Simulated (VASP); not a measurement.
A run of VASP 6.6.1 is set up as follows.

Contents of INCAR:

```
PREC = Accurate
ENCUT = 480
EDIFF = 1E-7
ISMEAR = 0
SIGMA = 0.1
LREAL = False
LASPH = True
NELM = 80
ALGO = Normal
ISIF = 3
LWAVE = False
LCHARG = False
GGA = PS
IBRION = 2
NSW = 90
EDIFFG = -0.005
```

File KPOINTS:

```
Automatic mesh
0
Gamma
  18 18 10
```

POSCAR

```
Re
1.0
    2.7610000000      0.0000000000      0.0000000000
   -1.3805000000      2.3910961400      0.0000000000
    0.0000000000      0.0000000000      4.4560000000
Re
2
Direct
    0.3333333300      0.6666666700      0.2500000000
    0.6666666700      0.3333333300      0.7500000000
```

Potentials or basis: VASP PAW PBE potentials, release 64 (Re).

Launch:

```bash
$ cat potpaw_PBE.64/Re/POTCAR > POTCAR
$ mpirun -np 1 vasp_std > vasp.out
```

Q: Predict the band gap on the k mesh.

A: None (metal or under the smearing width).

Q: What does it give for the space group after relaxing (to 0.05 Å)?

A: P6_3/mmc (No. 194).

Q: Estimate the relaxed cell.

A: a = 2.751 Å, b = 2.751 Å, c = 4.443 Å, α = 90.00°, β = 90.00°, γ = 120.00°.

Final structure:
```cif
data_structure
_symmetry_space_group_name_H-M 'P 1'
_symmetry_Int_Tables_number 1
_cell_length_a 2.7507
_cell_length_b 2.7507
_cell_length_c 4.4426
_cell_angle_alpha 90.000
_cell_angle_beta 90.000
_cell_angle_gamma 120.000
_cell_volume 29.11
loop_
_atom_site_label
_atom_site_type_symbol
_atom_site_fract_x
_atom_site_fract_y
_atom_site_fract_z
_atom_site_occupancy
Re1 Re 0.33333 0.66667 0.25000 1
Re2 Re 0.66667 0.33333 0.75000 1
```

 Spin-orbit coupling is left out, which matters for the levels of Re.
